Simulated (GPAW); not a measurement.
# MoS2 (P6_3/mmc) in GPAW: a series of runs, part 3 of 3

GPAW 26.7.0.

**4. Dielectric tensor, PBE+U**

run.py reads:

```python
import numpy as np
from ase import Atoms
from ase.dft.bandgap import bandgap
from ase.io import write
from gpaw import GPAW, PW
from gpaw.response.df import DielectricFunction

atoms = Atoms(['Mo', 'Mo', 'S', 'S', 'S', 'S'],
              cell=[[3.169, 0.0, 0.0],
                    [-1.5845, 2.7444345046, 0.0],
                    [0.0, 0.0, 12.324]],
              scaled_positions=[[0.6666666667, 0.3333333333, 0.75],
                                [0.3333333333, 0.6666666667, 0.25],
                                [0.6666666667, 0.3333333333, 0.377],
                                [0.3333333333, 0.6666666667, 0.877],
                                [0.6666666667, 0.3333333333, 0.123],
                                [0.3333333333, 0.6666666667, 0.623]],
              pbc=True)

calc = GPAW(mode=PW(450),
            xc='PBE',
            kpts={'size': (8, 8, 2), 'gamma': True},
            occupations={'name': 'fermi-dirac', 'width': 0.001},
            setups={'Mo': ':d,4.0'},
            nbands=46,
            convergence={'density': 1e-06},
            maxiter=150,
            txt='gpaw.txt')
atoms.calc = calc
energy = atoms.get_potential_energy()
calc.write('gs.gpw')
write('result.traj', atoms)
print(f'Energy: {energy:.6f} eV')
print('Fermi level:', round(calc.get_fermi_level(), 4), 'eV')
print(f'Gap: {bandgap(calc)[0]:.4f} eV, direct: {bandgap(calc, direct=True)[0]:.4f} eV')

for size in [(12, 12, 3)]:
    name = 'x'.join(str(n) for n in size)
    dense = calc.fixed_density(kpts={'size': size, 'gamma': True},
                               nbands=80, convergence={'bands': 74, 'eigenstates': 1e-7},
                               update_fermi_level=True, txt=f'dense-{name}.txt')
    dense.write(f'{name}.gpw', mode='all')
    df = DielectricFunction(f'{name}.gpw', frequencies=np.array([0.0]), hilbert=False, eta=0.001,
                            ecut=80, nbands=74, intraband=False, txt=f'df-{name}.txt')
    for xc in ['RPA']:
        for direction in ['x', 'y', 'z', [0, 1, 1], [1, 0, 1], [1, 1, 0]]:
            e0, e = df.get_macroscopic_dielectric_constant(xc=xc, direction=direction)
            print(f'{name} {xc} {direction}: {e0:.4f} without, {e:.4f} with local fields')
```

Potentials or basis: GPAW PAW data sets (gpaw-data 1.2.1), pw.

Run with:

```bash
$ OMP_NUM_THREADS=1 python run.py
```

gpaw.txt:

```text
__  _  _
 | _ |_)|_||  |
 |__||  | ||/\| - 26.7.0

Input parameters:
  mode=PW(ecut=450.00000000000006),
  convergence={'density': 1e-06},
  kpts=MonkhorstPack(size=(8, 8, 2), gamma=True),
  maxiter=150,
  nbands=46,
  occupations=Occupations(name='fermi-dirac', width=0.001),
  setups={'Mo': ':d,4.0'},
  xc=XC(name='PBE')

Diagonalizing LCAO Hamiltonian
Converting LCAO to pw mode

        S

           Mo
        S

           S
        Mo

           S

Atoms  # Å, Bohr magnetons
|   | symbol |         x |        y |         z |    initial magnetic moments |
|---|--------|-----------|----------|-----------|-----------------------------|
| 0 |     Mo |  1.584500 | 0.914812 |  9.243000 | ( 0.0000,  0.0000,  0.0000) |
| 1 |     Mo | -0.000000 | 1.829623 |  3.081000 | ( 0.0000,  0.0000,  0.0000) |
| 2 |      S |  1.584500 | 0.914812 |  4.646148 | ( 0.0000,  0.0000,  0.0000) |
| 3 |      S | -0.000000 | 1.829623 | 10.808148 | ( 0.0000,  0.0000,  0.0000) |
| 4 |      S |  1.584500 | 0.914812 |  1.515852 | ( 0.0000,  0.0000,  0.0000) |
| 5 |      S | -0.000000 | 1.829623 |  7.677852 | ( 0.0000,  0.0000,  0.0000) |

Unit cell  # Å
| periodic |         x |        y |         z |   lengths |     angles |
|----------|-----------|----------|-----------|-----------|------------|
|      yes |  3.169000 | 0.000000 |  0.000000 |  3.169000 |  90.000000 |
|      yes | -1.584500 | 2.744435 |  0.000000 |  3.169000 |  90.000000 |
|      yes |  0.000000 | 0.000000 | 12.324000 | 12.324000 | 120.000000 |

Number of symmetries: 12
Symmetry operations  # r_c * U_cc + t_c -> r_c
|    | kind |            matrix            |
|----|------|------------------------------|
|  0 |  σ   |  1, 1, 0,  0,-1, 0,  0, 0, 1 |
|  1 |  S6  |  1, 1, 0, -1, 0, 0,  0, 0,-1 |
|  2 |  E   |  1, 0, 0,  0, 1, 0,  0, 0, 1 |
|  3 |  C2  |  1, 0, 0, -1,-1, 0,  0, 0,-1 |
|  4 |  C2  |  0, 1, 0,  1, 0, 0,  0, 0,-1 |
|  5 |  C3  |  0, 1, 0, -1,-1, 0,  0, 0, 1 |
|  6 |  S6  |  0,-1, 0,  1, 1, 0,  0, 0,-1 |
|  7 |  σ   |  0,-1, 0, -1, 0, 0,  0, 0, 1 |
|  8 |  σ   | -1, 0, 0,  1, 1, 0,  0, 0, 1 |
|  9 |  i   | -1, 0, 0,  0,-1, 0,  0, 0,-1 |
| 10 |  C3  | -1,-1, 0,  1, 0, 0,  0, 0, 1 |
| 11 |  C2  | -1,-1, 0,  0, 1, 0,  0, 0,-1 |

BZ-sampling:
  Number of BZ points: 128
  Number of IBZ points: 20

  Monkhorst-Pack size: [8, 8, 2]
  Monkhorst-Pack shift: [0.0625, 0.0625, 0.25]

K-points  # in reciprocal-cell coordinates
|     |                                coordinates |     weight |
|-----|--------------------------------------------|------------|
|   0 | (  0.00000000,   0.00000000,   0.00000000) | 0.00781250 |
|   1 | (  0.00000000,   0.00000000,   0.50000000) | 0.00781250 |
|   2 | (  0.12500000,   0.00000000,   0.00000000) | 0.04687500 |
|   3 | (  0.12500000,   0.00000000,   0.50000000) | 0.04687500 |
|   4 | (  0.25000000,  -0.12500000,   0.00000000) | 0.04687500 |
|   5 | (  0.25000000,  -0.12500000,   0.50000000) | 0.04687500 |
|   6 | (  0.25000000,   0.00000000,   0.00000000) | 0.04687500 |
|   7 | (  0.25000000,   0.00000000,   0.50000000) | 0.04687500 |
|   8 | (  0.37500000,  -0.12500000,   0.00000000) | 0.09375000 |
|   9 | (  0.37500000,  -0.12500000,   0.50000000) | 0.09375000 |
| ... |                                            |            |
|  19 | (  0.50000000,   0.50000000,   0.50000000) | 0.02343750 |

Plane wave coefficients: 2382
Cutoff: 450.00000000000006 eV

Spin-components: 1 (collinear spins)
Bands:           46
Projectors:      32
Spin-degeneracy: 2
Datatype:        complex128

Parallelization:
  kpt:    1
  domain: 1
  band:   1

Density:
  Valence electrons: 52.0
  Components: 1
  Grid points: [16 16 63]
  Charge: 0.0  # |e|

Potential:
  Grid points: [16 16 63]

species:
  Mo:
    name:    Molybdenum
    Z:       42.0
    valence: 14
    core:    28
    charge:  0.0  # [|e|]
    Hubbard: {U: 4.0,  # eV
              l: 2,
              scale: True}
    compensation charges:
      type: gauss
      rc: 0.38  # [Å]
      lmax: 2
    cutoffs:
      filter: 2.16  # [Å]
      core: 1.42  # [Å]
    projectors
    | kind |    occ | energy [eV] | rcut [Å] |
    |------|--------|-------------|----------|
    |   4s |  2.000 |     -64.307 |    1.238 |
    |   5s |  1.000 |      -4.084 |    1.238 |
    |   4p |  6.000 |     -38.491 |    1.296 |
    |   5p |  0.000 |      -1.044 |    1.296 |
    |   4d |  5.000 |      -3.754 |    1.296 |
    |    d |        |      23.458 |    1.296 |

    Using partial waves for Mo as LCAO basis

  S:
    name:    Sulfur
    Z:       16.0
    valence: 6
    core:    10
    charge:  0.0  # [|e|]
    compensation charges:
      type: gauss
      rc: 0.24  # [Å]
      lmax: 2
    cutoffs:
      filter: 1.77  # [Å]
      core: 1.66  # [Å]
    projectors
    | kind |    occ | energy [eV] | rcut [Å] |
    |------|--------|-------------|----------|
    |   3s |  2.000 |     -17.254 |    0.974 |
    |   3p |  4.000 |      -7.008 |    0.979 |
    |    s |        |       9.957 |    0.974 |
    |    p |        |      20.203 |    0.979 |
    |    d |        |       0.000 |    0.900 |

    Using partial waves for S as LCAO basis

Reference energy: -263698.624853  # eV

eigensolver:
  PPCG
  Converge bands: occupied
  niter=2

density mixing:
  MSR1-Mixer
  Pratt-step length: 0.05
  Maximum mixing coefficient: 0.75
  Old densities: 10
  SVD Regularization: 0.005
  Good broyden scale: 1.0
  Trust region scale: 1.0
  Backstep threshold: 4.0
  History deletion threshold: 6.0
  Fourier metric: weight=20.0, sigma=0.015

occupation numbers:
  Fermi-Dirac:
    width: 0.0010  # eV

poisson solver:
  ecut: 3600.0000000000005  # eV

xc functional:
  name: PBE with 2 nearest neighbor stencil

convergence criteria:
- Maximum integral of absolute [dens]ity change: 1e-06 electrons / valence electron
- Maximum [total energy] change in last 3 cyles: 0.0005 eV / valence electron
- Maximum integral of absolute [eigenst]ate change: 4e-08 eV^2 / valence electron
maximum number of iterations: 150

SCF iterations
|iter     | |      energy | eigst |  dens |
|---------|-|-------------|-------|-------|
|iter:   1| |  -37.141019 | +0.50 |       |
|iter:   2| |  -36.340839 | -1.17 | -0.98 |
|iter:   3| |  -34.288536 | -1.12 | -1.05 |
|iter:   4| |  -34.156976 | -1.91 | -1.45 |
|iter:   5| |  -34.161675 | -2.62 | -1.76 |
|iter:   6| |  -34.165488c| -3.09 | -2.04 |
|iter:   7| |  -34.160688c| -4.06 | -2.51 |
|iter:   8| |  -34.161729c| -4.88 | -2.97 |
|iter:   9| |  -34.162596c| -4.94 | -3.29 |
|iter:  10| |  -34.162709c| -5.21 | -3.59 |
|iter:  11| |  -34.162723c| -6.59 | -3.99 |
|iter:  12| |  -34.162725c| -7.47c| -4.48 |
|iter:  13| |  -34.162725c| -7.49c| -4.86 |
|iter:  14| |  -34.162725c| -8.09c| -5.31 |
|iter:  15| |  -34.162725c| -8.55c| -5.84 |
|iter:  16| |  -34.162725c| -9.10c| -6.41c|

Converged in 16 steps
Energy contributions relative to reference atoms: (reference = -263698.624853)

Energy contributions:
  Kinetic:          -0.762123
  Coulomb:         -11.364463
  Zero:             -0.335971
  External:          0.000000
  Xc:              -21.700167
  Entropy:          -0.000000
  Spinorbit:         0.000000
  ----------------------------
  Free energy:     -34.162725
  Extrapolated:    -34.162725

dipole moment: (0.000001, 0.000002, 0.000007)  # |e|*Ang

Fermi level: 9.066
Eigenvalues  # (at kpt = [0.000, 0.000, 0.000])
| band index |      eig [eV] | occ [0-2] |
|------------|---------------|-----------|
|          0 |       -53.495 |     2.000 |
|        ... |               |           |
|         18 |         4.949 |     2.000 |
|         19 |         6.140 |     2.000 |
|         20 |         6.140 |     2.000 |
|         21 |         6.189 |     2.000 |
|         22 |         6.189 |     2.000 |
|         23 |         6.820 |     2.000 |
[... 8 lines left out ...]
|         32 |        10.621 |     0.000 |
|         33 |        10.621 |     0.000 |
|        ... |               |           |
|         45 |        20.595 |     0.000 |

Gap: 1.112 eV
Transition (v -> c):
  (s=0, k=0, n=25, [0.00, 0.00, 0.00]) -> (s=0, k=8, n=26, [0.38, -0.12, 0.00])
Direct/indirect transitions are different
Direct gap: 1.682 eV
Transition at: (s=0, k=12, n=25, [0.38, 0.38, 0.00])
# Writing to gs.gpw (mode='')
```

Run time: 6.4 min. Hardware: 1 thread of Arm Neoverse V1, shared host; peak memory 0.56 GiB.

What came out:

- Free energy: -34.1627 eV
- Band gap on the k mesh: 1.11 eV, indirect (least direct gap 1.68 eV)
- Electronic dielectric tensor (diagonal): 13.69, 13.69, 5.92

Electronic dielectric tensor:
```
13.69  0.00  0.00
 0.00 13.69  0.00
 0.00  0.00  5.92
```

Caveat: the long-wavelength limit can be off by several per cent where d states take part; response on these states lacks terms of the Hamiltonian; an odd mesh through Γ misses points on the zone boundary, where band edges often lie; this functional lacks dispersion, which binds the layers, so the pressure and a relaxed spacing across them are unreliable.

**5. Overview**

```csv
task,level,potentials or basis,U,k mesh,cutoff (eV),smearing,band path,band points,response ecut,response k mesh,response bands,gap on the mesh (eV),pressure (GPa),largest force (eV/Å)
band structure,LDA,"the program's PAW data sets (release 1.2.1) made for this functional, pw",-,10 × 10 × 3,600,fermi-dirac 0.05 eV,"GMKGALHA,LM,KH",100,-,-,-,0.85,-6.1,0.53
band structure,PBEsol,"PAW data sets generated in the run's folder for this functional, pw",-,10 × 10 × 3,600,fermi-dirac 0.05 eV,"GMKGALHA,LM,KH",100,-,-,-,0.88,-3.1,0.31
dielectric tensor,PBE+U,"GPAW PAW data sets (gpaw-data 1.2.1), pw",Mo d U = 4.0 eV,8 × 8 × 2,450,fermi-dirac 0.001 eV,-,-,80 eV,12 × 12 × 3,74,1.11,-,-
```

Alike in all rows: no spin polarisation; cell as given.

Caveats: this functional lacks dispersion, which binds the layers, so the pressure and a relaxed spacing across them are unreliable (some runs); the long-wavelength limit can be off by several per cent where d states take part (some runs); response on these states lacks terms of the Hamiltonian (some runs); an odd mesh through Γ misses points on the zone boundary, where band edges often lie (some runs).

Absolute energies hang on the potentials; compare differences alone.

**6. Against experiment**

Step 2. A measured gap of MoS2 is 1.3 eV (indirect; 300 K; “Multiwavelength excitation Raman Scattering Analysis of bulk and 2 dimensional MoS2: Vibrational properties of atomically thin MoS2 layers”, 2015, arxiv:1506.03228); the calculated 0.80 eV misses it by -0.50 eV. Spin-orbit coupling on Mo is left out. The value is that of LDA, without temperature or zero-point motion. Semilocal functionals fall short of measured gaps as a rule.

Step 3. Against the measured gap of MoS2, 1.3 eV (indirect; 300 K; “Multiwavelength excitation Raman Scattering Analysis of bulk and 2 dimensional MoS2: Vibrational properties of atomically thin MoS2 layers”, 2015, arxiv:1506.03228), the calculated 0.83 eV is off by -0.47 eV. Spin-orbit coupling on Mo is left out. The value is that of PBEsol, without temperature or zero-point motion. Semilocal functionals fall short of measured gaps as a rule.

Step 4. A measured gap of MoS2 is 1.3 eV (indirect; 300 K; “Multiwavelength excitation Raman Scattering Analysis of bulk and 2 dimensional MoS2: Vibrational properties of atomically thin MoS2 layers”, 2015, arxiv:1506.03228); the calculated 1.11 eV misses it by -0.19 eV. Spin-orbit coupling on Mo is left out. The value is that of PBE+U on a finite k mesh, which can miss the band edges, without temperature or zero-point motion.
